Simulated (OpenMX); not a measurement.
## MoSe2: equation of state with PBE

MoSe2:

```
CELL_PARAMETERS angstrom
3.28800 0.00000 0.00000
-1.64400 2.84749 0.00000
0.00000 0.00000 12.90000
ATOMIC_POSITIONS crystal
Mo 0.66667 0.33333 0.75000
Mo 0.33333 0.66667 0.25000
Se 0.66667 0.33333 0.37500
Se 0.33333 0.66667 0.87500
Se 0.66667 0.33333 0.12500
Se 0.33333 0.66667 0.62500
```

| Item | Value |
| --- | --- |
| Program | OpenMX 3.8.5 |
| Task | equation of state |
| Functional | PBE |
| Potentials or basis | OpenMX 2013 PBE set, Mo7.0-s3p2d1, Se7.0-s3p2d1, fixed grid of 35 × 35 × 160 points |
| k mesh | 9 × 9 × 3 |
| Occupations | fermi-dirac, width 0.05 eV |
| Spin | no spin polarisation |

| Item | Value |
| --- | --- |
| Equilibrium volume | 21.74 Å³/atom (rough: see the caveat) |
| Bulk modulus at fixed shape and positions | 113 GPa (rough) |

Energy against volume, from the lowest point:
```tsv
volume (Å³/atom)	energy (meV/atom)
18.922	162.83
19.324	114.36
19.727	75.60
20.129	45.61
20.532	23.50
20.935	8.53
21.337	0.00
```

Caveat: the minimum lies outside the volumes run; volumes in these bases differ from converged ones by about 1 %, for some elements by several; the cell was scaled at fixed shape and fractional positions, which overstates the stiffness of a crystal with free parameters, most of all of layers and chains; this functional lacks dispersion, which binds the layers, so the pressure and a relaxed spacing across them are unreliable; the basis of atomic orbitals isn't converged, which shifts pressures, moduli and gaps.
